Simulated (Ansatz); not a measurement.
## HfO2 under changes of volume

One of the cells (11.152 Å³/atom); the others are scaled copies at fixed shape and fractional positions:

```
Hf O
1.0
     0.00000    2.55750    2.55750
     2.55750    0.00000    2.55750
     2.55750    2.55750    0.00000
Hf O
1 2
Direct
  0.00000 0.00000 0.00000
  0.75000 0.75000 0.75000
  0.25000 0.25000 0.25000
```

Measurements of this composition are mostly on another form, of space group No. 14.

* Program: Ansatz 0.2.0
* Functional: PBE
* Potentials or basis: all-electron LAPW, scalar-relativistic
* Cutoff: 371 eV (chosen from the basis error)
* Basis error allowed: 0.001 eV/atom
* k mesh: 9 × 9 × 9
* Occupations: fermi-dirac, width 0.05 eV
* Spin: no spin polarisation

```csv
volume (Å³/atom),energy over the lowest point (meV/atom),pressure (GPa),gap on the mesh (eV)
10.483,22.67,14.2,3.98
10.706,7.28,8.0,3.93
10.929,0.00,2.5,3.87
11.152,0.03,-2.5,3.82
11.375,6.61,-6.9,3.77
11.598,19.11,-11.0,3.72
11.821,?,?,?
```

Question: What does the run at 11.821 Å³/atom give?

Answer: Energy over the lowest point 36.93 meV/atom; pressure -14.6 GPa; gap on the mesh 3.66 eV.

Worked out: A Birch-Murnaghan fit of order 3 (a polynomial in V^(-2/3)) to the other rows has its minimum at 11.04 Å³/atom with B0 = V·E''(V) = 246 GPa and B' = 4.2. It gives 36.92 meV/atom at 11.821 Å³/atom, against the run's 36.93, and -dE/dV = -14.6 GPa, against -14.6. A straight line through the other rows of the gap, of slope -2.59 eV per unit of ln V, extrapolates to 3.67 eV, against the run's 3.66.

Energies are extrapolated to zero smearing.

Caveats: spin-orbit coupling is left out, which moves the levels of the heavy elements; an odd mesh through Γ misses points on the zone boundary, where band edges often lie.

The runs don't all hold the same shells in valence.
